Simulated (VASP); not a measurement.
Results of a VASP single-point calculation on BeTe (strained zincblende)

POSCAR

```
Be Te
 1.0000000000000000
     0.0000000000000000    2.8003373892000001    2.8497558482000001
     2.8003373892000001    0.0000000000000000    2.8497558482000001
     2.8003373892000001    2.8003373892000001    0.0000000000000000
 Be  Te
   1   1
Cartesian
  0.0000000000000000  0.0000000000000000  0.0000000000000000
  1.4001686946000000  1.4001686946000000  1.4248779241000000
```

The gap between bands v and c is 1.90 eV and the least direct gap is 3.57 eV.

Band v is the last that the valence electrons fill when counted band by band, and c is the next. Levels in eV from the top of v:

```tsv
point	v−1	v	c	c+1
Γ	0.00	0.00	3.57	3.57
X	-2.59	-2.59	2.02	2.73
K	-3.91	-2.30	2.63	5.16
L	-1.24	-1.09	3.03	4.52
W	-3.71	-3.24	5.29	5.57
```

Which of these levels of theory gave these results?
A. PBEsol
B. PBE with spin–orbit coupling
C. LDA
D. PBE0
E. r²SCAN
F. HSE06
G. PBE

G.

The INCAR was:

```
GGA = PE
LREAL = .FALSE.
ISIF = 2
PREC = Accurate
SIGMA = 0.02
IBRION = -1
ISMEAR = -1
NELM = 120
EDIFF = 1E-7
LASPH = .TRUE.
ENCUT = 520
NBANDS = 11
LWAVE = .FALSE.
LCHARG = .FALSE.
NSW = 0
```
